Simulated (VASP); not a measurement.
# SnO in VASP: further runs

Runs on SnO. Level: PBE. Tasks: single point.

Everything below comes from runs of VASP 6.6.1. Logs are shortened: lines on timing, memory, paths and dates and some standing lists are left out, and cuts for length are marked.

**1. The structure**

The cell holds a slab with vacuum, 4 atoms: a = 3.799 Å, b = 3.799 Å, c = 17.736 Å, α = 90.00°, β = 90.00°, γ = 97.68°.

**2. Single point, PBE**

The input, INCAR:

```
PREC     = Accurate       # precision mode
ENCUT    = 460            # plane-wave cutoff, eV
EDIFF    = 1E-7           # SCF threshold, eV
ISMEAR   = 0              # smearing method
SIGMA    = 0.05           # smearing width, eV
LREAL    = F              # projectors in reciprocal space
LASPH    = T              # aspherical terms in the spheres
NELM     = 120            # most SCF steps
ALGO     = Normal         # electronic algorithm
ISIF     = 2              # what is computed and relaxed
LWAVE    = F              # write WAVECAR
LCHARG   = F              # write CHGCAR
LDIPOL   = T            
IDIPOL   = 3            
DIPOL    = 0.5 0.5 0.500
GGA      = PE             # functional
NBANDS   = 32             # bands
LVHAR    = T            
LVACPOTAV= T
```

The input, KPOINTS:

```
Automatic mesh
0
Gamma
  6 6 1
```

The input, POSCAR:

```
SnO
1.0
    3.7986313300      0.0000000000      0.0000000000
   -0.5079724300      3.7645137800      0.0000000000
    0.0000000000      0.0000000000     17.7355200000
Sn O
2 2
Direct
    0.0000000000      0.0000000000      0.4238206717
    0.4410000000      0.5590000000      0.5780602993
    0.0700000000      0.5700000000      0.4990595145
    0.4300000000      0.9300000000      0.4990595145
```

Potentials or basis: VASP PAW PBE potentials, release 64 (Sn_d, O).

Started as:

```sh
$ cat potpaw_PBE.64/Sn_d/POTCAR potpaw_PBE.64/O/POTCAR > POTCAR
$ mpirun -np 1 vasp_std > vasp.out
```

OUTCAR:

```text
PREC = Accurate
   ENCUT = 460
   EDIFF = 1E-7
   ISMEAR = 0
   LREAL = F
   LASPH = T
   NELM = 120
   ISIF = 2
   GGA = PE

 Found     13 irreducible k-points:

 Following reciprocal coordinates:
            Coordinates               Weight
  0.000000  0.000000  0.000000      1.000000
  0.166667  0.000000  0.000000      4.000000
  0.333333  0.000000  0.000000      4.000000
  0.500000  0.000000  0.000000      2.000000
  0.166667  0.166667  0.000000      2.000000
  0.333333  0.166667  0.000000      4.000000
   k-points           NKPTS =     13   k-points in BZ     NKDIM =     13   number of bands    NBANDS=     32
   number of dos      NEDOS =    301   number of ions     NIONS =      4
   total plane-waves  NPLWV =  98784
   dimension x,y,z NGX =    28 NGY =   28 NGZ =  126
   dimension x,y,z NGXF=    56 NGYF=   56 NGZF=  252
   ions per type =               2   2
   NGX,Y,Z   is equivalent  to a cutoff of  12.25, 12.25, 11.81 a.u.
   NGXF,Y,Z  is equivalent  to a cutoff of  24.51, 24.51, 23.62 a.u.
 SYSTEM =  unknown system
   PREC   = accura    normal or accurate (medium, high low for compatibility)
   ISTART =      0    job   : 0-new  1-cont  2-samecut
   ICHARG =      2    charge: 1-file 2-atom 10-const
   ISPIN  =      1    spin polarized calculation?
   LNONCOLLINEAR =      F non collinear calculations
   LSORBIT =      F    spin-orbit coupling
   LASPH  =      T    aspherical Exc in radial PAW
   ENCUT  =  460.0 eV  33.81 Ry    5.81 a.u.   6.64  6.64 31.02*2*pi/ulx,y,z
   NELM   =    120;   NELMIN=  2; NELMDL= -5     # of ELM steps
   EDIFF  = 0.1E-06   stopping-criterion for ELM
   LREAL  =      F    real-space projection
   EDIFFG = 0.1E-05   stopping-criterion for IOM
   NSW    =      0    number of steps for IOM
   IBRION =     -1    ionic relax: 0-MD 1-quasi-New 2-CG
   NFREE  =      0    steps in history (QN), initial steepest desc. (CG)
   ISIF   =      2    stress and relaxation
   ISYM   =      2    0-nonsym 1-usesym 2-fastsym
   POTIM  = 0.5000    time-step for ionic-motion
   TEBEG  =    0.0;   TEEND  =   0.0 temperature during run
   PSTRESS=    0.0 pullay stress
   NELECT =      40.0000    total number of electrons
   NUPDOWN=      -1.0000    fix difference up-down
   EMIN   =  10.00;   EMAX   =-10.00  energy-range for DOS
   EFERMI =   0.00;   METHOD = LEGACY
   ISMEAR =     0;   SIGMA  =   0.05  broadening in eV -4-tet -1-fermi 0-gaus
   EFERMI_NEDOS =   21; number of points for ismear=-14 and -15
   IALGO  =     38    algorithm
   IMIX   =      4    mixing-type and parameters
     AMIX     =   0.40;   BMIX     =  1.00
     AMIX_MAG =   1.60;   BMIX_MAG =  1.00
  volume/ion in A,a.u.               =      63.40       427.87
  Fermi-wavevector in a.u.,A,eV,Ry     =   0.884507  1.671477 10.644565  0.782353
  Thomas-Fermi vector in A             =   2.005417
   LORBIT       =      0    0 simple, 1 ext, 2 COOP (PROOUT), +10 PAW based schemes
   GGA     = PE    functional components
   LHFCALC =     F    Hartree Fock is set to
   AEXX    =    0.0000 exact exchange contribution
   IVDW    =     0    specifies the selected vdW correction
   LEPSILON=     F    determine dielectric tensor
   LRPA    =     F    only Hartree local field effects (RPA)
 non-spin polarized calculation
 Gauss-broadening in eV      SIGMA  =   0.05
  energy-cutoff  :      460.00
  volume of cell :      253.62
 maximum number of plane-waves:      5708
 NGX is ok and might be reduce to    28
   NGX = 13   NGY = 13   NGZ = 63

 dipolmoment           0.000000      0.000000     -0.000007 electrons x Angstroem

 number of electron      40.0000000 magnetization

 dipolmoment           0.000000      0.000000      0.002192 electrons x Angstroem

 Free energy of the ion-electron system (eV)
  ---------------------------------------------------
  ext. energy  EPLUGINS =         0.00000000
  ---------------------------------------------------
  free energy    TOTEN  =       -18.74676987 eV

  energy without entropy =      -18.74483445  energy(sigma->0) =      -18.74580216

 E-fermi :   0.0544     XC(G=0):  -3.7378

 val. band max:        0.0160305584   @ k =  -0.3333   0.3333   0.0000
 cond. band min:       0.0674118981   @ k =   0.5000   0.5000   0.0000
 fundamental gap:      0.0513813397
 Fermi energy:         0.0543840401

 k-point     1 :       0.0000    0.0000    0.0000
  band No.  band energies     occupation
      1     -22.8812      2.00000
      2     -22.5321      2.00000
      3     -22.3488      2.00000
      4     -22.3198      2.00000
      5     -22.2972      2.00000
      6     -22.2878      2.00000
[... 24 lines left out ...]
     31       6.8733      0.00000
     32       7.5108      0.00000

 k-point     2 :       0.1667    0.0000    0.0000
  band No.  band energies     occupation
      1     -22.9034      2.00000
      2     -22.5176      2.00000
      3     -22.3421      2.00000
      4     -22.3222      2.00000
      5     -22.2977      2.00000
      6     -22.2905      2.00000
[... 24 lines left out ...]
     31       7.5060      0.00000
     32       7.7503      0.00000

 k-point     3 :       0.3333    0.0000    0.0000
  band No.  band energies     occupation
      1     -22.9427      2.00000
      2     -22.4970      2.00000
      3     -22.3335      2.00000
      4     -22.3266      2.00000
      5     -22.2973      2.00000
      6     -22.2932      2.00000
[... 24 lines left out ...]
     31       6.9727      0.00000
     32       7.3147      0.00000

 k-point     4 :       0.5000    0.0000    0.0000
  band No.  band energies     occupation
      1     -22.9606      2.00000
      2     -22.4906      2.00000
      3     -22.3334      2.00000
      4     -22.3265      2.00000
      5     -22.2980      2.00000
      6     -22.2911      2.00000
[... 24 lines left out ...]
     31       6.6018      0.00000
     32       7.2115      0.00000

 k-point     5 :       0.1667    0.1667    0.0000
  band No.  band energies     occupation
      1     -22.9263      2.00000
      2     -22.4964      2.00000
      3     -22.3368      2.00000
      4     -22.3254      2.00000
      5     -22.2934      2.00000
      6     -22.2875      2.00000
[... 24 lines left out ...]
     31       7.8216      0.00000
     32       8.5536      0.00000

 k-point     6 :       0.3333    0.1667    0.0000
  band No.  band energies     occupation
      1     -22.9612      2.00000
      2     -22.4830      2.00000
      3     -22.3327      2.00000
      4     -22.3265      2.00000
      5     -22.2947      2.00000
      6     -22.2888      2.00000
[... 24 lines left out ...]
     31       7.0257      0.00000
     32       7.4102      0.00000

 [... further k-points ...]

------------------------ aborting loop because EDIFF is reached ----------------------------------------

  FORCE on cell =-STRESS in cart. coord.  units (eV):
  Direction    XX          YY          ZZ          XY          YZ          ZX
  --------------------------------------------------------------------------------------
  -------------------------------------------------------------------------------------
  Total        6.5000550      8.7185851     -1.0702505      8.2206107     -2.7874775      3.1888635
  in kB       41.0627139     55.0778058     -6.7610797     51.9319587    -17.6092959     20.1449667
  external PRESSURE =      29.7931467 kB  Pullay stress =       0.0000000 kB

 VOLUME and BASIS-vectors are now :
 -----------------------------------------------------------------------------
  energy-cutoff  :      460.00
  volume of cell :      253.62
      direct lattice vectors                 reciprocal lattice vectors
     3.798631330  0.000000000  0.000000000     0.263252712  0.035522548  0.000000000
    -0.507972430  3.764513780  0.000000000     0.000000000  0.265638555  0.000000000
     0.000000000  0.000000000 17.735520000     0.000000000  0.000000000  0.056384025

 POSITION                                       TOTAL-FORCE (eV/Angst)
 -----------------------------------------------------------------------------------
      0.00000      0.00000      7.51668        -0.717032      0.626776      1.410437
      1.39124      2.10436     10.25220         1.586709     -1.386983      0.752211
     -0.02364      2.14577      8.85108        -6.581189     -6.651321     -1.081324
      1.16100      3.50100      8.85108         5.711512      7.411528     -1.081324
 -----------------------------------------------------------------------------------
    total drift:                                0.000520     -0.000454      0.000687

  FREE ENERGIE OF THE ION-ELECTRON SYSTEM (eV)
  ---------------------------------------------------
  free  energy   TOTEN  =       -18.7467698686 eV

  energy  without entropy=      -18.7448344470  energy(sigma->0) =      -18.74580216

 vacuum level on the upper side and lower side of the slab         3.039         3.011
```

OSZICAR:

```text
N       E                     dE             d eps       ncg     rms          rms(c)
DAV:   1     0.361139962933E+03    0.36114E+03   -0.17802E+04   912   0.110E+03
DAV:   2     0.383807492798E+02   -0.32276E+03   -0.30906E+03   920   0.316E+02
DAV:   3    -0.214552598169E+02   -0.59836E+02   -0.57952E+02  1080   0.141E+02
DAV:   4    -0.242686841536E+02   -0.28134E+01   -0.28092E+01   952   0.346E+01
[... 15 lines left out ...]
DAV:  20    -0.187467617452E+02   -0.29880E-04   -0.12914E-06   888   0.345E-03    0.240E-03
DAV:  21    -0.187467673937E+02   -0.56485E-05   -0.31460E-07   744   0.398E-03    0.271E-04
DAV:  22    -0.187467695841E+02   -0.21904E-05   -0.80643E-08   664   0.129E-03    0.271E-04
DAV:  23    -0.187467697846E+02   -0.20048E-06   -0.69317E-09   784   0.564E-04    0.162E-04
DAV:  24    -0.187467698686E+02   -0.84028E-07   -0.30147E-09   656   0.467E-04
   1 F= -.18746770E+02 E0= -.18745802E+02  d E =-.193542E-02
```

stdout:

```text
POSCAR found type information on POSCAR SnO
 POSCAR found :  2 types and       4 ions
 scaLAPACK will be used
 LDA part: xc-table for (Slater+PW92), standard interpolation
 POSCAR, INCAR and KPOINTS ok, starting setup
 FFT: planning ... GRIDC
 FFT: planning ... GRID_SOFT
 FFT: planning ... GRID
 WAVECAR not read
 entering main loop
 -----------------------------------------------------------------------------
|                                                                             |
|           W    W    AA    RRRRR   N    N  II  N    N   GGGG   !!!           |
|           W    W   A  A   R    R  NN   N  II  NN   N  G    G  !!!           |
|           W    W  A    A  R    R  N N  N  II  N N  N  G       !!!           |
|           W WW W  AAAAAA  RRRRR   N  N N  II  N  N N  G  GGG   !            |
|           WW  WW  A    A  R   R   N   NN  II  N   NN  G    G                |
|           W    W  A    A  R    R  N    N  II  N    N   GGGG   !!!           |
|                                                                             |
|     Did not find any points to average over, which means that no vacuum     |
|     field-free region was found. Please increase the size of  your cell     |
|     in the dimension of the dipole correction to obtain accurate            |
|     workfunction values.                                                    |
|                                                                             |
 -----------------------------------------------------------------------------
```

It took 2 min on 1 thread of Intel Xeon Platinum 8488C (Sapphire Rapids), shared host; peak memory 0.32 GiB.

The run converged, but some of its settings lie outside the range that counts as converged, so its numbers aren't taken as properties of the slab.

Results:

```
Free energy                            : -18.7468 eV
Largest force                          : 9.419 eV/Å
Band gap on the k mesh                 : 0.05 eV, indirect (least direct gap 0.26 eV)
Ionisation potential of the upper face : 3.02 eV
```

Caveat: the cutoff is under 1.25 times the usual one of these potentials, so pressure, stress and relaxed cells hold a basis-set (Pulay) error; spin-orbit coupling is left out, which moves the levels of the heavy elements.

**3. Single point, PBE**

This run uses another cell than the first one, of 74.13 Å³/atom, 1.169 times its volume.

INCAR is that of step 2.

KPOINTS is that of step 2.

The input, POSCAR:

```
SnO
1.0
    3.7986313300      0.0000000000      0.0000000000
   -0.5079724300      3.7645137800      0.0000000000
    0.0000000000      0.0000000000     20.7355200000
Sn O
2 2
Direct
    0.0000000000      0.0000000000      0.4348422417
    0.4410000000      0.5590000000      0.5667665918
    0.0700000000      0.5700000000      0.4991955832
    0.4300000000      0.9300000000      0.4991955832
```

Potentials or basis: VASP PAW PBE potentials, release 64 (Sn_d, O).

Started as:

```sh
$ cat potpaw_PBE.64/Sn_d/POTCAR potpaw_PBE.64/O/POTCAR > POTCAR
$ mpirun -np 1 vasp_std > vasp.out
```

Wall time 2.6 min (1 thread of Intel Xeon Platinum 8488C (Sapphire Rapids), shared host); peak memory 0.36 GiB.

The run converged, but some of its settings lie outside the range that counts as converged, so its numbers aren't taken as properties of the slab.

Results:

```yaml
Free_energy: -18.7465 eV
Largest_force: 9.419 eV/Å
Band_gap_on_the_k_mesh: 0.05 eV, indirect (least direct gap 0.26 eV)
Ionisation_potential_of_the_upper_face: 3.02 eV
```

Caveat: the cutoff is under 1.25 times the usual one of these potentials, so pressure, stress and relaxed cells hold a basis-set (Pulay) error; spin-orbit coupling is left out, which moves the levels of the heavy elements.

**4. Single point, PBE**

INCAR is that of step 3.

The input, KPOINTS:

```
Automatic mesh
0
Gamma
  8 8 1
```

The input, POSCAR:

```
SnO
1.0
    3.7986313300      0.0000000000      0.0000000000
   -0.5079724300      3.7645137800      0.0000000000
    0.0000000000      0.0000000000     17.7355200000
Sn O
2 2
Direct
    0.0000000000      0.0000000000      0.4238206717
    0.4410000000      0.5590000000      0.5780602993
    0.0700000000      0.5700000000      0.4990595145
    0.4300000000      0.9300000000      0.4990595145
```

Started as:

```sh
$ cat potpaw_PBE.64/Sn_d/POTCAR potpaw_PBE.64/O/POTCAR > POTCAR
$ mpirun -np 1 vasp_std > vasp.out
```

Wall time 3 min (1 thread of Intel Xeon Platinum 8488C (Sapphire Rapids), shared host); peak memory 0.35 GiB.

These settings aren't checked as converged: the numbers below hold their error.

What came out:

```yaml
Free_energy: -18.7491 eV
Largest_force: 9.413 eV/Å
Band_gap_on_the_k_mesh: 0.03 eV, indirect (least direct gap 0.26 eV)
Ionisation_potential_of_the_upper_face: 3.01 eV
```

Caveat: the cutoff is under 1.25 times the usual one of these potentials, so pressure, stress and relaxed cells hold a basis-set (Pulay) error; spin-orbit coupling is left out, which moves the levels of the heavy elements.
